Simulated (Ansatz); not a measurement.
**AgCl at several levels of theory**

One geometry, relaxed with PBE, and single points on it; plane waves with PAW potentials in Ansatz, scalar-relativistic unless the row names spin-orbit coupling. No spin polarisation. Meshes are on the primitive cell of 2 atoms. Gaps are the least over mesh and band path; pressure is positive in compression. Smearing is Gaussian, 0.02 eV.

```cif
data_structure
_symmetry_space_group_name_H-M 'Fm-3m'
_symmetry_Int_Tables_number 225
_cell_length_a 5.6107
_cell_length_b 5.6107
_cell_length_c 5.6107
_cell_angle_alpha 90.000
_cell_angle_beta 90.000
_cell_angle_gamma 90.000
_cell_volume 176.62
loop_
_atom_site_label
_atom_site_type_symbol
_atom_site_symmetry_multiplicity
_atom_site_Wyckoff_symbol
_atom_site_fract_x
_atom_site_fract_y
_atom_site_fract_z
_atom_site_occupancy
Ag1 Ag 4 a 0.00000 0.00000 0.00000 1
Cl1 Cl 4 b 0.50000 0.00000 0.00000 1
```

| level | cutoff (eV) | k mesh | gap (eV) | pressure (GPa) | rough cost with bands (core-min) |
| --- | --- | --- | --- | --- | --- |
| PBE | 420 | 8×8×8 | 0.92 | 0.0 | 0.19 |

What do r2SCAN, PBE with spin-orbit coupling, PBEsol give on the same cell?

| level | cutoff (eV) | k mesh | gap (eV) | pressure (GPa) | rough cost with bands (core-min) |
| --- | --- | --- | --- | --- | --- |
| r2SCAN | 500 | 8×8×8 | 1.48 | -1.6 | 0.28 |
| PBE with spin-orbit coupling | 420 | 8×8×8 | 0.88 | 0.0 | 0.3 |
| PBEsol | 420 | 8×8×8 | 0.74 | -4.0 | 0.19 |